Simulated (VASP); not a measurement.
# Li2O (Fm-3m) in VASP: single point with PBE

Aim: the single point of Li2O with PBE.

All numbers are computed with VASP 6.6.1; they aren't measurements. Logs are shortened: lines on timing, memory, paths and dates and some standing lists are left out, and cuts for length are marked.

## (1) The structure

Symmetry: Fm-3m, No. 225, cubic system. Conventional cell: a = 4.619 Å, b = 4.619 Å, c = 4.619 Å, α = 90.00°, β = 90.00°, γ = 90.00°. O (site symmetry m-3m) is surrounded by 8 Li at 2.00 Å. Li (site symmetry -43m) has 4 O at 2.00 Å as nearest neighbours.

## (2) Single point, PBE

INCAR

```
SYSTEM = Li2O
  PREC = Accurate
  ENCUT = 520
  EDIFF = 1E-6
  ISMEAR = -1
  SIGMA = 0.0178
  LREAL = .False.
  LASPH = .True.
  NELM = 80
  ALGO = Normal
  ISIF = 2
  LWAVE = .False.
  LCHARG = .False.
  GGA = PE
  NBANDS = 13
```

KPOINTS

```
Automatic mesh
0
Gamma
  10 10 10
  0 0 0
```

POSCAR

```
Li2O
1.0
    0.0000000000      2.3093130000      2.3093130000
    2.3093130000      0.0000000000      2.3093130000
    2.3093130000      2.3093130000      0.0000000000
O Li
1 2
Direct
    0.0000000000      0.0000000000      0.0000000000
    0.2500000000      0.2500000000      0.2500000000
    0.7500000000      0.7500000000      0.7500000000
```

Potentials or basis: VASP PAW PBE potentials, release 64 (O, Li_sv).

Run with:

```sh
> cat potpaw_PBE.64/O/POTCAR potpaw_PBE.64/Li_sv/POTCAR > POTCAR
> mpirun -np 1 vasp_std > vasp.out
```

OUTCAR:

```text
SYSTEM = Li2O
   PREC = Accurate
   ENCUT = 520
   EDIFF = 1E-6
   ISMEAR = -1
   LREAL = .False.
   LASPH = .True.
   NELM = 80
   ISIF = 2
   GGA = PE

 ion  position               nearest neighbor table
   1  0.000  0.000  0.000-   2 2.00   3 2.00   3 2.00   3 2.00   3 2.00   2 2.00   2 2.00   2 2.00

   2  0.250  0.250  0.250-   1 2.00   1 2.00   1 2.00   1 2.00   3 2.31   3 2.31   3 2.31   3 2.31
                             3 2.31   3 2.31
   3  0.750  0.750  0.750-   1 2.00   1 2.00   1 2.00   1 2.00   2 2.31   2 2.31   2 2.31   2 2.31
                             2 2.31   2 2.31

  LATTYP: Found a face centered cubic cell.
 ALAT       =     4.6186260000

  Lattice vectors:

 A1 = (   0.0000000000,   2.3093130000,   2.3093130000)
 A2 = (   2.3093130000,   0.0000000000,   2.3093130000)
 A3 = (   2.3093130000,   2.3093130000,   0.0000000000)

Analysis of symmetry for initial positions (statically):
=====================================================================
 Subroutine PRICEL returns:
 Original cell was already a primitive cell.

 Routine SETGRP: Setting up the symmetry group for a
 face centered cubic supercell.

 Subroutine GETGRP returns: Found 48 space group operations
 (whereof 48 operations were pure point group operations)
 out of a pool of 48 trial point group operations.

The static configuration has the point symmetry O_h .

Analysis of symmetry for dynamics (positions and initial velocities):
=====================================================================
 Subroutine PRICEL returns:
 Original cell was already a primitive cell.

 Routine SETGRP: Setting up the symmetry group for a
 face centered cubic supercell.

 Subroutine GETGRP returns: Found 48 space group operations
 (whereof 48 operations were pure point group operations)
 out of a pool of 48 trial point group operations.

The dynamic configuration has the point symmetry O_h .

 Subroutine INISYM returns: Found 48 space group operations
 (whereof 48 operations are pure point group operations),
 and found     1 'primitive' translations

----------------------------------------------------------------------------------------

                                     Primitive cell

  volume of cell :      24.6308

  direct lattice vectors                    reciprocal lattice vectors
     0.000000000  2.309313000  2.309313000    -0.216514608  0.216514608  0.216514608
     2.309313000  0.000000000  2.309313000     0.216514608 -0.216514608  0.216514608
     2.309313000  2.309313000  0.000000000     0.216514608  0.216514608 -0.216514608

  length of vectors
     3.265861764  3.265861764  3.265861764     0.375014302  0.375014302  0.375014302

  position of ions in fractional coordinates (direct lattice)
     0.000000000  0.000000000  0.000000000
     0.250000000  0.250000000  0.250000000
     0.750000000  0.750000000  0.750000000

  ion indices of the primitive-cell ions
   primitive index   ion index
                 1           1
                 2           2
                 3           3

----------------------------------------------------------------------------------------

 KPOINTS: Automatic mesh

Automatic generation of k-mesh.
 Grid dimensions read from file:
 generate k-points for:   10   10   10

 Generating k-lattice:

  Cartesian coordinates                     Fractional coordinates (reciprocal lattice)
    -0.021651461  0.021651461  0.021651461     0.100000000  0.000000000  0.000000000
     0.021651461 -0.021651461  0.021651461     0.000000000  0.100000000  0.000000000
     0.021651461  0.021651461 -0.021651461     0.000000000  0.000000000  0.100000000

  Length of vectors
     0.037501430  0.037501430  0.037501430

  Shift w.r.t. Gamma in fractional coordinates (k-lattice)
     0.000000000  0.000000000  0.000000000

 Subroutine IBZKPT returns following result:
 ===========================================

 Found     47 irreducible k-points:

 Following reciprocal coordinates:
            Coordinates               Weight
  0.000000  0.000000  0.000000      1.000000
  0.100000  0.000000  0.000000      8.000000
  0.200000  0.000000  0.000000      8.000000
  0.300000  0.000000  0.000000      8.000000
  0.400000  0.000000  0.000000      8.000000
  0.500000  0.000000  0.000000      4.000000
[... 16 lines left out ...]
  0.300000  0.300000  0.000000      6.000000
  0.400000  0.300000  0.000000     24.000000
 [... further k-points ...]
   k-points           NKPTS =     47   k-points in BZ     NKDIM =     47   number of bands    NBANDS=     13
   number of dos      NEDOS =    301   number of ions     NIONS =      3
   total plane-waves  NPLWV =  13824
   dimension x,y,z NGX =    24 NGY =   24 NGZ =   24
   dimension x,y,z NGXF=    48 NGYF=   48 NGZF=   48
   ions per type =               1   2
   NGX,Y,Z   is equivalent  to a cutoff of  12.22, 12.22, 12.22 a.u.
   NGXF,Y,Z  is equivalent  to a cutoff of  24.43, 24.43, 24.43 a.u.
 SYSTEM =  Li2O
   PREC   = accura    normal or accurate (medium, high low for compatibility)
   ISTART =      0    job   : 0-new  1-cont  2-samecut
   ICHARG =      2    charge: 1-file 2-atom 10-const
   ISPIN  =      1    spin polarized calculation?
   LNONCOLLINEAR =      F non collinear calculations
   LSORBIT =      F    spin-orbit coupling
   LASPH  =      T    aspherical Exc in radial PAW
   ENCUT  =  520.0 eV  38.22 Ry    6.18 a.u.   6.07  6.07  6.07*2*pi/ulx,y,z
   NELM   =     80;   NELMIN=  2; NELMDL= -5     # of ELM steps
   EDIFF  = 0.1E-05   stopping-criterion for ELM
   LREAL  =      F    real-space projection
   EDIFFG = 0.1E-04   stopping-criterion for IOM
   NSW    =      0    number of steps for IOM
   IBRION =     -1    ionic relax: 0-MD 1-quasi-New 2-CG
   NFREE  =      0    steps in history (QN), initial steepest desc. (CG)
   ISIF   =      2    stress and relaxation
   ISYM   =      2    0-nonsym 1-usesym 2-fastsym
   POTIM  = 0.5000    time-step for ionic-motion
   TEBEG  =    0.0;   TEEND  =   0.0 temperature during run
   PSTRESS=    0.0 pullay stress
   NELECT =      12.0000    total number of electrons
   NUPDOWN=      -1.0000    fix difference up-down
   EMIN   =  10.00;   EMAX   =-10.00  energy-range for DOS
   EFERMI =   0.00;   METHOD = LEGACY
   ISMEAR =    -1;   SIGMA  =   0.02  broadening in eV -4-tet -1-fermi 0-gaus
   EFERMI_NEDOS =   21; number of points for ismear=-14 and -15
   IALGO  =     38    algorithm
   IMIX   =      4    mixing-type and parameters
     AMIX     =   0.40;   BMIX     =  1.00
     AMIX_MAG =   1.60;   BMIX_MAG =  1.00
  volume/ion in A,a.u.               =       8.21        55.41
  Fermi-wavevector in a.u.,A,eV,Ry     =   1.288178  2.434303 22.577532  1.659402
  Thomas-Fermi vector in A             =   2.420147
   LORBIT       =      0    0 simple, 1 ext, 2 COOP (PROOUT), +10 PAW based schemes
   GGA     = PE    functional components
   LHFCALC =     F    Hartree Fock is set to
   AEXX    =    0.0000 exact exchange contribution
   IVDW    =     0    specifies the selected vdW correction
   LEPSILON=     F    determine dielectric tensor
   LRPA    =     F    only Hartree local field effects (RPA)
 non-spin polarized calculation
  energy-cutoff  :      520.00
  volume of cell :       24.63
 maximum number of plane-waves:       678
   NGX = 13   NGY = 13   NGZ = 13

 number of electron      11.9999976 magnetization

 Free energy of the ion-electron system (eV)
  ---------------------------------------------------
  ext. energy  EPLUGINS =         0.00000000
  ---------------------------------------------------
  free energy    TOTEN  =       -14.34683690 eV

  energy without entropy =      -14.34683690  energy(sigma->0) =      -14.34683690

 E-fermi :   1.7092     XC(G=0):  -9.7543

 val. band max:        1.3443016284   @ k =   0.0000   0.0000   0.0000
 cond. band min:       6.3175988224   @ k =   0.5000   0.5000   0.0000
 fundamental gap:      4.9732971940
 Fermi energy:         1.7091605986

 k-point     1 :       0.0000    0.0000    0.0000
  band No.  band energies     occupation
      1     -41.6497      2.00000
      2     -41.3185      2.00000
      3     -14.1049      2.00000
      4       1.3443      2.00000
      5       1.3443      2.00000
      6       1.3443      2.00000
      7       6.6246      0.00000
      8      13.2798      0.00000
      9      13.2798      0.00000
     10      13.2798      0.00000
     11      20.3447      0.00000
     12      20.3447      0.00000
     13      20.3447      0.00000

 k-point     2 :       0.1000    0.0000    0.0000
  band No.  band energies     occupation
      1     -41.6403      2.00000
      2     -41.3256      2.00000
      3     -14.0856      2.00000
      4       1.0043      2.00000
      5       1.2970      2.00000
      6       1.2971      2.00000
      7       6.8995      0.00000
      8      13.2990      0.00000
      9      13.4255      0.00000
     10      13.4256      0.00000
     11      19.3125      0.00000
     12      19.3125      0.00000
     13      20.6792      0.00000

 k-point     3 :       0.2000    0.0000    0.0000
  band No.  band energies     occupation
      1     -41.6134      2.00000
      2     -41.3460      2.00000
      3     -14.0327      2.00000
      4       0.2226      2.00000
      5       1.1785      2.00000
      6       1.1785      2.00000
      7       7.5917      0.00000
      8      13.2253      0.00000
      9      13.6949      0.00000
     10      13.6950      0.00000
     11      18.3039      0.00000
     12      18.3039      0.00000
     13      21.5703      0.00000

 k-point     4 :       0.3000    0.0000    0.0000
  band No.  band energies     occupation
      1     -41.5726      2.00000
      2     -41.3788      2.00000
      3     -13.9634      2.00000
      4      -0.6068      2.00000
      5       1.0413      2.00000
      6       1.0413      2.00000
      7       8.5348      0.00000
      8      12.8222      0.00000
      9      13.7212      0.00000
     10      13.7212      0.00000
     11      18.2252      0.00000
     12      18.2252      0.00000
     13      22.7223      0.00000

 k-point     5 :       0.4000    0.0000    0.0000
  band No.  band energies     occupation
      1     -41.5235      2.00000
      2     -41.4216      2.00000
      3     -13.9041      2.00000
      4      -1.2071      2.00000
      5       0.9370      2.00000
      6       0.9370      2.00000
      7       9.6332      0.00000
      8      12.0146      0.00000
      9      13.5163      0.00000
     10      13.5163      0.00000
     11      18.8143      0.00000
     12      18.8143      0.00000
     13      23.7389      0.00000
[... 257 lines left out ...]
 k-point    22 :      -0.2000    0.2000    0.0000
  band No.  band energies     occupation
      1     -41.5631      2.00000
      2     -41.3854      2.00000
      3     -13.9422      2.00000
      4      -0.4863      2.00000
      5       0.4826      2.00000
      6       1.0720      2.00000
      7       8.6050      0.00000
      8      12.2983      0.00000
      9      14.1790      0.00000
     10      15.3454      0.00000
     11      15.4659      0.00000
     12      20.5262      0.00000
     13      23.8158      0.00000

 k-point    23 :       0.3000    0.3000    0.0000
  band No.  band energies     occupation
      1     -41.5650      2.00000
      2     -41.3801      2.00000
      3     -13.9280      2.00000
      4       0.0759      2.00000
      5       0.3970      2.00000
      6       0.3970      2.00000
      7       7.2582      0.00000
      8      14.1699      0.00000
      9      14.1699      0.00000
     10      15.1813      0.00000
     11      15.5105      0.00000
     12      22.8912      0.00000
     13      24.6770      0.00000

 k-point    24 :       0.4000    0.3000    0.0000
  band No.  band energies     occupation
      1     -41.5415      2.00000
      2     -41.3983      2.00000
      3     -13.8856      2.00000
      4      -0.3021      2.00000
      5       0.2587      2.00000
      6       0.3067      2.00000
      7       7.2222      0.00000
      8      13.9741      0.00000
      9      14.3760      0.00000
     10      15.4840      0.00000
     11      16.3014      0.00000
     12      22.5241      0.00000
     13      23.5060      0.00000

 [... further k-points ...]

------------------------ aborting loop because EDIFF is reached ----------------------------------------

  FORCE on cell =-STRESS in cart. coord.  units (eV):
  Direction    XX          YY          ZZ          XY          YZ          ZX
  --------------------------------------------------------------------------------------
  -------------------------------------------------------------------------------------
  Total        0.0597401      0.0597401      0.0597401      0.0000000     -0.0000000      0.0000000
  in kB        3.8859561      3.8859561      3.8859561      0.0000000     -0.0000000      0.0000000
  external PRESSURE =       3.8859561 kB  Pullay stress =       0.0000000 kB

 VOLUME and BASIS-vectors are now :
 -----------------------------------------------------------------------------
  energy-cutoff  :      520.00
  volume of cell :       24.63
      direct lattice vectors                 reciprocal lattice vectors
     0.000000000  2.309313000  2.309313000    -0.216514608  0.216514608  0.216514608
     2.309313000  0.000000000  2.309313000     0.216514608 -0.216514608  0.216514608
     2.309313000  2.309313000  0.000000000     0.216514608  0.216514608 -0.216514608

 POSITION                                       TOTAL-FORCE (eV/Angst)
 -----------------------------------------------------------------------------------
      0.00000      0.00000      0.00000        -0.000000     -0.000000     -0.000000
      1.15466      1.15466      1.15466        -0.000000     -0.000000     -0.000000
      3.46397      3.46397      3.46397         0.000000      0.000000      0.000000
 -----------------------------------------------------------------------------------
    total drift:                               -0.000000      0.000000      0.000000

  FREE ENERGIE OF THE ION-ELECTRON SYSTEM (eV)
  ---------------------------------------------------
  free  energy   TOTEN  =       -14.3468369037 eV

  energy  without entropy=      -14.3468369037  energy(sigma->0) =      -14.34683690
```

Wall time 10 s (1 thread of Intel Xeon Platinum 8488C (Sapphire Rapids), shared host); peak memory 0.13 GiB.

What came out:

```
Free energy            : -14.3468 eV
Band gap on the k mesh : 4.97 eV, indirect (least direct gap 5.28 eV)
```

Levels at points of the mesh, in eV from the valence-band top:
```csv
k point,band 3,band 4,band 5,band 6,band 7,band 8,band 9,band 10
"(0.00, 0.00, 0.00)",-15.45,0.00,0.00,0.00,5.28,11.94,11.94,11.94
"(0.50, 0.00, 0.00)",-15.22,-2.77,-0.45,-0.45,9.21,9.83,12.06,12.06
"(0.50, 0.50, 0.00)",-15.18,-1.60,-1.38,-1.38,4.97,13.54,13.54,14.74
```

Caveat: the cutoff is under 1.25 times the usual one of these potentials, so pressure, stress and relaxed cells hold a basis-set (Pulay) error. As with any semilocal functional, this PBE gap is likely too small.
